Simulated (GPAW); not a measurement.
# SnTe (Fm-3m) in GPAW: further runs, part 2 of 2

GPAW 26.7.0. The steps go on from the part before.

## Step 4: G0W0 quasiparticle levels, LDA

Input file run.py:

```python
import json
import numpy as np
from ase import Atoms
from ase.dft.bandgap import bandgap
from ase.io import write
from gpaw import GPAW, PW
from gpaw.response.g0w0 import G0W0

atoms = Atoms(['Te', 'Sn'],
              cell=[[0.0, 3.15085, 3.15085],
                    [3.15085, 0.0, 3.15085],
                    [3.15085, 3.15085, 0.0]],
              scaled_positions=[[0.5, 0.5, 0.5],
                                [0.0, 0.0, 0.0]],
              pbc=True)

calc = GPAW(mode=PW(450),
            xc='LDA',
            kpts={'size': (4, 4, 4), 'gamma': True},
            occupations={'name': 'fermi-dirac', 'width': 0.001},
            nbands=19,
            convergence={'density': 1e-06},
            maxiter=150,
            txt='gpaw.txt')
atoms.calc = calc
energy = atoms.get_potential_energy()
calc.write('gs.gpw')
write('result.traj', atoms)
print(f'Energy: {energy:.6f} eV')
print('Fermi level:', round(calc.get_fermi_level(), 4), 'eV')
print(f'Gap: {bandgap(calc)[0]:.4f} eV, direct: {bandgap(calc, direct=True)[0]:.4f} eV')

calc.diagonalize_full_hamiltonian(nbands=146)
calc.write('full.gpw', mode='all')

ibz = calc.get_ibz_k_points()
gap, vbm, cbm = bandgap(calc, output=None)
gap, direct, _ = bandgap(calc, direct=True, output=None)
gamma = int(np.abs(ibz).sum(1).argmin())
kpts = sorted({gamma, vbm[1], cbm[1], direct[1]})
gw = G0W0(calc='full.gpw',
          filename='gw',
          ecut=100,
          ecut_extrapolation=True,
          relbands=(-2, 2),
          kpts=kpts,
          integrate_gamma='WS',
          ppa=True)
gw.calculate()
results = {mode: {key: np.asarray(r[key]).tolist() for key in ['f', 'eps', 'vxc', 'exx', 'sigma', 'Z', 'qp', 'sigma_eskn']}
           for mode, r in gw.all_results.items()}
json.dump({'kpts': ibz[kpts].tolist(), 'results': results}, open('gw.json', 'w'))
for mode, r in results.items():
    f, qp = np.array(r['f']), np.array(r['qp'])
    print(mode, 'quasiparticle energies (eV):')
    print(qp.round(3))
    print(mode, 'gap:', round(qp[f < 0.5].min() - qp[f > 0.5].max(), 4), 'eV')
```

Potentials or basis: the program's PAW data sets (release 1.2.1) made for this functional, pw.

The run is started by

```sh
OMP_NUM_THREADS=1 python run.py
```

gpaw.txt:

```text
__  _  _
 | _ |_)|_||  |
 |__||  | ||/\| - 26.7.0

Input parameters:
  mode=PW(ecut=450.00000000000006),
  convergence={'density': 1e-06},
  kpts=MonkhorstPack(size=(4, 4, 4), gamma=True),
  maxiter=150,
  nbands=19,
  occupations=Occupations(name='fermi-dirac', width=0.001),
  xc=XC(name='LDA')

Diagonalizing LCAO Hamiltonian
Converting LCAO to pw mode

                 Te

       Sn

Atoms  # Å, Bohr magnetons
|   | symbol |        x |        y |        z |    initial magnetic moments |
|---|--------|----------|----------|----------|-----------------------------|
| 0 |     Te | 3.150850 | 3.150850 | 3.150850 | ( 0.0000,  0.0000,  0.0000) |
| 1 |     Sn | 0.000000 | 0.000000 | 0.000000 | ( 0.0000,  0.0000,  0.0000) |

Unit cell  # Å
| periodic |        x |        y |        z |  lengths |    angles |
|----------|----------|----------|----------|----------|-----------|
|      yes | 0.000000 | 3.150850 | 3.150850 | 4.455975 | 60.000000 |
|      yes | 3.150850 | 0.000000 | 3.150850 | 4.455975 | 60.000000 |
|      yes | 3.150850 | 3.150850 | 0.000000 | 4.455975 | 60.000000 |

Number of symmetries: 48
Symmetry operations  # r_c * U_cc + t_c -> r_c
|    | kind |            matrix            |
|----|------|------------------------------|
|  0 |  σ   |  1, 0, 0,  1, 0,-1,  1,-1, 0 |
|  1 |  C2  |  1, 0, 0,  1,-1, 0,  1, 0,-1 |
|  2 |  E   |  1, 0, 0,  0, 1, 0,  0, 0, 1 |
|  3 |  σ   |  1, 0, 0,  0, 0, 1,  0, 1, 0 |
|  4 |  C4  |  1, 0,-1,  1, 0, 0,  1,-1, 0 |
|  5 |  S6  |  1, 0,-1,  1,-1, 0,  1, 0, 0 |
|  6 |  σ   |  1, 0,-1,  0, 1,-1,  0, 0,-1 |
|  7 |  C3  |  1, 0,-1,  0, 0,-1,  0, 1,-1 |
|  8 |  S6  |  1,-1, 0,  1, 0, 0,  1, 0,-1 |
|  9 |  C4  |  1,-1, 0,  1, 0,-1,  1, 0, 0 |
| 10 |  C3  |  1,-1, 0,  0,-1, 1,  0,-1, 0 |
| 11 |  σ   |  1,-1, 0,  0,-1, 0,  0,-1, 1 |
| 12 |  σ   |  0, 1, 0,  1, 0, 0,  0, 0, 1 |
| 13 |  C4  |  0, 1, 0,  0, 1,-1, -1, 1, 0 |
| 14 |  C3  |  0, 1, 0,  0, 0, 1,  1, 0, 0 |
| 15 |  S6  |  0, 1, 0, -1, 1, 0,  0, 1,-1 |
| 16 |  C2  |  0, 1,-1,  1, 0,-1,  0, 0,-1 |
| 17 |  σ   |  0, 1,-1,  0, 1, 0, -1, 1, 0 |
| 18 |  S4  |  0, 1,-1,  0, 0,-1,  1, 0,-1 |
| 19 |  C4  |  0, 1,-1, -1, 1, 0,  0, 1, 0 |
| 20 |  C3  |  0, 0, 1,  1, 0, 0,  0, 1, 0 |
| 21 |  σ   |  0, 0, 1,  0, 1, 0,  1, 0, 0 |
| 22 |  S6  |  0, 0, 1,  0,-1, 1, -1, 0, 1 |
| 23 |  C4  |  0, 0, 1, -1, 0, 1,  0,-1, 1 |
| 24 |  S4  |  0, 0,-1,  1, 0,-1,  0, 1,-1 |
| 25 |  C3  |  0, 0,-1,  0, 1,-1,  1, 0,-1 |
| 26 |  C2  |  0, 0,-1,  0,-1, 0, -1, 0, 0 |
| 27 |  S6  |  0, 0,-1, -1, 0, 0,  0,-1, 0 |
| 28 |  S4  |  0,-1, 1,  1,-1, 0,  0,-1, 0 |
| 29 |  C4  |  0,-1, 1,  0, 0, 1, -1, 0, 1 |
| 30 |  C2  |  0,-1, 1,  0,-1, 0,  1,-1, 0 |
| 31 |  σ   |  0,-1, 1, -1, 0, 1,  0, 0, 1 |
| 32 |  C3  |  0,-1, 0,  1,-1, 0,  0,-1, 1 |
| 33 |  S6  |  0,-1, 0,  0, 0,-1, -1, 0, 0 |
[... 89 lines left out ...]
      type: gauss
      rc: 0.38  # [Å]
      lmax: 2
    cutoffs:
      filter: 2.23  # [Å]
      core: 2.35  # [Å]
    projectors
    | kind |    occ | energy [eV] | rcut [Å] |
    |------|--------|-------------|----------|
    |   5s |  2.000 |     -10.799 |    1.201 |
    |   5p |  2.000 |      -3.869 |    1.270 |
    |   4d | 10.000 |     -25.910 |    1.185 |
    |    s |        |      16.413 |    1.201 |
    |    p |        |      23.342 |    1.270 |
    |    d |        |       1.302 |    1.185 |

    Using partial waves for Sn as LCAO basis

Reference energy: -352503.082954  # eV

eigensolver:
  PPCG
  Converge bands: occupied
  niter=2

density mixing:
  MSR1-Mixer
  Pratt-step length: 0.05
  Maximum mixing coefficient: 0.75
  Old densities: 10
  SVD Regularization: 0.005
  Good broyden scale: 1.0
  Trust region scale: 1.0
  Backstep threshold: 4.0
  History deletion threshold: 6.0
  Fourier metric: weight=20.0, sigma=0.015

occupation numbers:
  Fermi-Dirac:
    width: 0.0010  # eV

poisson solver:
  ecut: 3600.0000000000005  # eV

xc functional:
  name: None

convergence criteria:
- Maximum integral of absolute [dens]ity change: 1e-06 electrons / valence electron
- Maximum [total energy] change in last 3 cyles: 0.0005 eV / valence electron
- Maximum integral of absolute [eigenst]ate change: 4e-08 eV^2 / valence electron
maximum number of iterations: 150

SCF iterations
|iter     | |      energy | eigst |  dens |
|---------|-|-------------|-------|-------|
|iter:   1| |   -9.132858 | -0.18 |       |
|iter:   2| |   -9.126044 | -2.39 | -1.53 |
|iter:   3| |   -9.087306 | -2.85 | -1.56 |
|iter:   4| |   -9.086555 | -4.25 | -2.15 |
|iter:   5| |   -9.086532c| -5.10 | -2.67 |
|iter:   6| |   -9.086534c| -6.63 | -3.38 |
|iter:   7| |   -9.086534c| -7.97c| -4.24 |
|iter:   8| |   -9.086534c| -8.13c| -4.80 |
|iter:   9| |   -9.086534c| -8.60c| -6.02c|

Converged in 9 steps
Energy contributions relative to reference atoms: (reference = -352503.082954)

Energy contributions:
  Kinetic:          10.293782
  Coulomb:         -10.906231
  Zero:              0.136189
  External:          0.000000
  Xc:               -8.610274
  Entropy:          -0.000000
  Spinorbit:         0.000000
  ----------------------------
  Free energy:      -9.086534
  Extrapolated:     -9.086534

dipole moment: (-21.500174, -21.500174, -21.500174)  # |e|*Ang

Fermi level: 6.121
Eigenvalues  # (at kpt = [0.000, 0.000, 0.000])
| band index |      eig [eV] | occ [0-2] |
|------------|---------------|-----------|
|          0 |       -15.670 |     2.000 |
|        ... |               |           |
|          2 |       -15.658 |     2.000 |
|          3 |       -15.658 |     2.000 |
|          4 |       -15.658 |     2.000 |
|          5 |        -6.731 |     2.000 |
|          6 |         1.267 |     2.000 |
|          7 |         3.973 |     2.000 |
[... 9 lines left out ...]
|         17 |        13.136 |     0.000 |
|         18 |        13.136 |     0.000 |

Gap: 0.103 eV
Transition (v -> c):
  (s=0, k=7, n=9, [0.50, 0.50, 0.50]) -> (s=0, k=7, n=10, [0.50, 0.50, 0.50])
No difference between direct/indirect transitions
# Writing to gs.gpw (mode='')

Matrix size: 1380x1380
# Writing to full.gpw (mode='all')
```

stdout:

```text
Energy: -9.086534 eV
Fermi level: 6.121 eV
Gap: 0.1028 eV, direct: 0.1028 eV
IBZ(<points: 8, symmetries: 48>)
Occupied bands: 10
Calculating eigenvalues:
  k-points: 2
  Bands: 8-11 (inclusive)
HSE06-eigenvalue shifts:
  min: -1.569 eV
  ave: 1.650 eV
  max: 5.179 eV
GW quasiparticle energies (eV):
[[[3.73  3.73  9.449 9.449]
  [4.068 6.076 6.22  6.392]]]
GW gap: 0.1443 eV
```

gw.w.txt:

```text
FrequencyGridDescriptor(from 0.000+0.000j to 0.000+27.211j eV, 2 points)
FrequencyGridDescriptor(from 0.000+0.000j to 0.000+27.211j eV, 2 points)

BZ k-points: Symmetries present (total): 48

64 k-points: 4 x 4 x 4 Monkhorst-Pack grid + [1/8,1/8,1/8]
8 k-points in the irreducible part of the Brillouin zone
[... 147 lines left out ...]
  10   0.000   9.389 -13.307  -8.127  -5.084  -0.588   0.630   9.449
  11   0.000   9.389 -13.307  -8.127  -5.084  -0.588   0.630   9.449

k-point 1 (7): (0.500, 0.500, 0.500)                GW
band       f     eps     vxc     exx   sigma  dsigma       Z      qp
                                                                   GW
   8   1.000   4.328 -14.037 -15.391   1.016  -0.300   0.769   4.068
   9   1.000   6.052 -11.930 -10.631  -1.269  -0.283   0.779   6.076
  10   0.000   6.155 -14.804 -12.171  -2.548  -0.291   0.775   6.220
  11   0.000   6.451 -12.019  -8.615  -3.480  -0.292   0.774   6.392
```

Wall time 3.7 min (1 thread of Arm Neoverse V2, shared host); peak memory 0.45 GiB.

What came out:

```
Free energy                              : -9.0865 eV
Band gap on the k mesh, mean-field level : 0.10 eV, direct
Quasiparticle gap                        : 0.14 eV
Least direct quasiparticle gap           : 0.14 eV
```

Levels at points of the mesh, in eV from the valence-band top:
| k point | band 7 | band 8 | band 9 | band 10 | band 11 | band 12 | band 13 | band 14 |
| --- | --- | --- | --- | --- | --- | --- | --- | --- |
| (0.00, 0.00, 0.00) | -4.79 | -2.08 | -2.08 | -2.08 | 3.34 | 3.34 | 3.34 | 4.90 |
| (0.50, 0.50, 0.00) | -6.52 | -5.50 | -3.67 | -3.67 | 2.28 | 4.89 | 4.89 | 6.32 |
| (0.50, 0.50, 0.50) | -8.32 | -1.72 | -1.72 | 0.00 | 0.10 | 0.40 | 0.40 | 7.79 |

Caveat: the k mesh is coarse (spacing up to 0.43 Å⁻¹), so the values aren't converged; the quasiparticle gap is taken among the few k points that were corrected; the long-wavelength limit can be off by a per cent or two; spin-orbit coupling is left out, which moves the levels of the heavy elements.

## Step 5: Overview

```tsv
task	level	potentials or basis	spin	k mesh	cutoff (eV)	smearing	band path	band points	spin axis theta (degrees)	spin axis phi (degrees)	soc after scf	mesh quality	pressure (GPa)
band structure	PBEsol	PAW data sets generated in the run's folder for this functional, pw	off	7 × 7 × 7	600	fermi-dirac 0.05 eV	GXWKGLUWLK,UX	80	-	-	-	not flagged	-0.7
band structure	PBEsol	PAW data sets generated in the run's folder for this functional, pw	SOC, no magnetisation	7 × 7 × 7	600	fermi-dirac 0.05 eV	GXWKGLUWLK,UX	80	0	0	second variation	not flagged	-0.7
G0W0 quasiparticle levels	LDA	the program's PAW data sets (release 1.2.1) made for this functional, pw	off	4 × 4 × 4	450	fermi-dirac 0.001 eV	-	-	-	-	-	coarse	-
```

Alike in all rows: cell as given.

Caveats: some runs use coarse meshes; spin-orbit coupling is left out, which moves the levels of the heavy elements (some runs); spin-orbit coupling was added after a scalar SCF, so levels and gaps hold it while energy, forces, pressure and moments don't (some runs); this program's spin-orbit splittings come out too wide for heavy elements (some runs); the quasiparticle gap is taken among the few k points that were corrected (some runs); the long-wavelength limit can be off by a per cent or two (some runs).

Absolute energies hang on the potentials; compare differences alone.

## Step 6: Against experiment

Step 2. A measured gap of SnTe is 0.18 eV (direct; 300 K; a printed reference work, textbook); the calculated 0.14 eV misses it by -0.04 eV. Spin-orbit coupling on Sn, Te is left out. The value is that of PBEsol, without temperature or zero-point motion. Semilocal functionals fall short of measured gaps as a rule.

Step 3. Against the measured direct gap of SnTe, 0.18 eV (direct; 300 K; a printed reference work, textbook), the calculated 0.34 eV is off by +0.16 eV. The value is that of PBEsol, without temperature or zero-point motion.
